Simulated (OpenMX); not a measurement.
HfC:

```
CELL_PARAMETERS angstrom
0.00000 2.32500 2.32500
2.32500 0.00000 2.32500
2.32500 2.32500 0.00000
ATOMIC_POSITIONS crystal
Hf 0.50000 0.50000 0.50000
C 0.00000 0.00000 0.00000
```

Base run:

```yaml
Program: OpenMX 3.8.5
Functional: LDA
Potentials_or_basis: OpenMX 2013 LDA set, Hf7.0-s3p2d2f1, C6.0-s2p2d1, grid cutoff 400 Ry
k_mesh: 11 × 11 × 11
Occupations: fermi-dirac, width 0.05 eV
Spin: no spin polarisation
```

Its results: pressure -11.1 GPa.

**Question.** The run is repeated on the same cell with these changes: functional from LDA to PBE; potentials or basis from OpenMX 2013 LDA set, Hf7.0-s3p2d2f1, C6.0-s2p2d1, grid cutoff 400 Ry to OpenMX 2013 PBE set, Hf7.0-s3p2d2f2, C6.0-s3p2d2, grid cutoff 400 Ry. What comes out?

**Answer.** Pressure -1.0 GPa.

Caveats: the basis of atomic orbitals isn't converged, which shifts pressures, moduli and gaps.
